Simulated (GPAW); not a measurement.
**TiSi2: phonons with PBE+D3**

Crystal: TiSi2.

```
Ti Si
1.0
     0.00000    4.11752    4.26290
     2.38951    0.00000    4.26290
     2.38951    4.11752    0.00000
Ti Si
2 4
Direct
  0.75000 0.75000 0.75000
  0.50000 0.50000 0.50000
  0.41257 0.08743 0.41257
  0.08743 0.41257 0.08743
  0.83743 0.16257 0.83743
  0.16257 0.83743 0.16257
```

The cell is a database's computed one.

| Quantity | Value |
| --- | --- |
| Program | GPAW 26.7.0 |
| Task | phonons |
| Functional | PBE |
| Dispersion | D3 |
| Potentials or basis | GPAW PAW data sets (gpaw-data 1.2.1) |
| Cutoff | 600 eV |
| Basis | pw |
| k mesh | 7 × 7 × 7 |
| Occupations | fermi-dirac, width 0.05 eV |
| Spin | no spin polarisation |
| Maxiter | 150 |
| Convergence | density=1e-06 eigenstates=1e-09 |
| Supercell | 1 × 1 × 1 |
| Supercell k mesh | 7 × 7 × 7 |
| Displacement | 0.02 |
| Relaxed first | ions |

- Pressure after relaxing: -2.8 GPa
- Band gap on the k mesh: none (metal or under the smearing width)
- Highest phonon frequency at Γ: 437 cm⁻¹
- Dispersion energy per atom: -0.346 eV

Forces on the atoms (eV/Å):
```
Ti   0.000  0.000  0.000
Ti   0.000  0.000  0.000
Si   0.000  0.002  0.000
Si   0.000 -0.002  0.000
Si   0.000 -0.002  0.000
Si   0.000  0.002  0.000
```

Stress tensor (GPa, compression positive):
```
-2.50  0.00  0.00
 0.00 -4.02  0.00
 0.00  0.00 -1.91
```

Final structure:
```
Ti Si
1.0
     0.00000    4.11752    4.26290
     2.38951    0.00000    4.26290
     2.38951    4.11752    0.00000
Ti Si
2 4
Direct
  0.75000 0.75000 0.75000
  0.50000 0.50000 0.50000
  0.41257 0.08743 0.41257
  0.08743 0.41257 0.08743
  0.83743 0.16257 0.83743
  0.16257 0.83743 0.16257
```

Levels at points of the mesh, in eV from the Fermi level:
| k point | band 18 | band 19 | band 20 | band 21 | band 22 | band 23 |
| --- | --- | --- | --- | --- | --- | --- |
| (0.00, 0.00, 0.00) | -2.08 | -1.79 | -1.35 | -0.93 | 2.09 | 3.14 |

Phonon frequencies in cm⁻¹ (negative: imaginary):
```
              q point                                                        frequencies
(0.000, 0.000, 0.000)  0 0 0 190 196 209 238 249 261 262 287 296 315 345 375 389 410 437
```

It took 48 min on 1 thread of Arm Neoverse V2 (shared host), peak memory 1.3 GiB.

Caveat: pairwise dispersion overbinds metals, which lowers pressure and volume.
